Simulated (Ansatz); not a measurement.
An Ansatz run on Si in the lonsdaleite structure left the output below. The cell was relaxed with r2SCAN and then strained (epitaxial +4.0 % in the xy plane, free normal strain -1.09 %), with the atoms relaxed again with r2SCAN; k points keep the names of the unstrained zone.

Structure:
```
CELL_PARAMETERS angstrom
3.98541 0.00000 0.00000
-1.99271 3.45147 0.00000
0.00000 0.00000 6.27241
ATOMIC_POSITIONS crystal
Si 0.33333 0.66667 0.99771
Si 0.66667 0.33333 0.49771
Si 0.33333 0.66667 0.37729
Si 0.66667 0.33333 0.87729
```

Main lines of the log:
```
scf.n_extra_bands = 5 over 8 filled bands (N_el = 16.0): the run solves 13 bands
Pseudopotential: Si, paw, valence charge 4, recommended cutoff 500 eV (meta_gga)
Functional definition: r2SCAN
Crystal: 4 atoms, lattice volume = 86.280 Å³
Basis set: ecut = 500 eV, 2201 PW (Γ)
Bands: 13, of which v1, the nominal top of the filled ones, is band 8 counted from 1 (7 counted from 0)
Symmetry: 24 space group operations
Space group: P63/mmc (ITA 194)
k-points: 57 of 576
preconditioner: auto → none  [insulator: Δε(μ)=0.512 eV  ℏωp=16.0 eV]
SCF converged after 6 iterations
Free energy (F): -2556.036825 eV
Fermi energy:    5.563699 eV
--- Per-component energies (eV) ---
  E_band       = 5.140905
  E_kinetic    = 157.361178
  E_local      = -117.311253
  E_nonlocal   = 98.280751
  E_hartree    = 32.441194
  E_xc         = -204.008600
  E_vxc        = -196.255105
  E_paw        = -2077.527917
  E_vpaw       = -9.527036
  E_vtau       = 7.709946
  E_ewald      = -444.966464
  E_core_change = -0.305732
--- Forces (eV/Å), atoms counted from 1 ---
  atom   1  Si      0.00000      0.00000      0.00284
  atom   2  Si      0.00000      0.00000      0.00284
  atom   3  Si      0.00000      0.00000    -0.00284
  atom   4  Si      0.00000      0.00000    -0.00284
--- Stress (GPa, compression-positive) ---
       -8.282694       0.000000       0.000000
        0.000000      -8.282694       0.000000
        0.000000       0.000000       0.078036
  P = ⅓ Tr σ = -5.4958 GPa (-54.958 kbar)
--- Band table (eV; the first three rows and the last of 57) ---
  k-point 0: bands = […, -1.4962, 3.8464, 3.8464, 5.5191, 5.5637, 5.5637, 6.1898, 7.5955, 7.5955, 8.6534, …]
  k-point 1: bands = […, -0.4076, 4.0147, 4.0194, 4.0194, 5.1707, 5.1707, 6.4244, 7.9456, 7.9456, 8.0835, …]
  k-point 2: bands = […, 1.6826, 1.6826, 4.5071, 4.5071, 4.5071, 4.5071, 7.1043, 7.1043, 8.6728, 8.6728, …]
  k-point 56: bands = […, -1.8722, -1.8722, 1.3174, 1.3174, 3.8623, 3.8623, 7.6961, 7.6961, 9.9177, 9.9177, …]
```

Levels at the listed points, from bands.tsv (eV from the Fermi energy, bands near the gap, counted from 0):
```tsv
# k_distance	band_3	band_4	band_5	band_6	band_7	band_8	band_9	band_10	band_11
# fermi_ev = 5.563699
# [0, 0, 0] at k_distance = 0.000000
# [0.5, 0, 0] at k_distance = 0.910219
# [0.3333333333, 0.3333333333, 0] at k_distance = 1.435734
# [0, 0, 0.5] at k_distance = 2.600003
# [0.5, 0, 0.5] at k_distance = 3.510222
# [0.3333333333, 0.3333333333, 0.5] at k_distance = 4.035737
# levels_relative_to = fermi_ev
0.000	-1.717	-1.717	-0.045	0.000	0.000	0.626	2.032	2.032	3.090
0.910	-5.816	-4.480	-3.146	-2.770	-1.345	0.543	2.617	3.373	3.631
1.436	-6.516	-5.005	-3.427	-3.427	-2.998	1.395	5.499	5.499	5.520
2.600	-3.881	-1.057	-1.057	-1.057	-1.057	1.541	1.541	3.109	3.109
3.510	-7.219	-2.445	-2.445	-2.144	-2.144	1.206	1.206	2.231	2.231
4.036	-7.436	-4.246	-4.246	-1.701	-1.701	2.132	2.132	4.354	4.354
```
In order the rows are Γ, M, K, A, L, H.

Q: Write the input file that gave this output.

A:
```yaml
crystal:
  # lattice and atoms as above
kpoints:
  mp_grid: { grid: [12, 12, 4] }
  band_path:
    path:
      - [0.0, 0.0, 0.0]
      - [0.5, 0.0, 0.0]
      - [0.3333333333, 0.3333333333, 0.0]
      - [0.0, 0.0, 0.5]
      - [0.5, 0.0, 0.5]
      - [0.3333333333, 0.3333333333, 0.5]
    npoints: 1
hamiltonian:
  xc: r2scan
scf:
  occupations: { method: fixed }
  n_extra_bands: 5
output:
  forces: true
  stress: true
  eigenvalues: true
```
A single point prints forces and stress when the output block asks for them. The term E_vtau belongs to a meta-GGA, which reads the kinetic-energy density. Not every key shows in the log; this is the file that was used.

Run as `ansatz run input.yaml --threads 2 --pin off --max-ram 18432MiB --backend cpu --events-out ev --progress --plain --runs-dir out`. It took 3.7 s on 2 threads of AMD EPYC 7R13 Processor (Zen 3), with other jobs on the host; peak host memory 0.69 GiB.

Calculated for a static, non-magnetic cell.
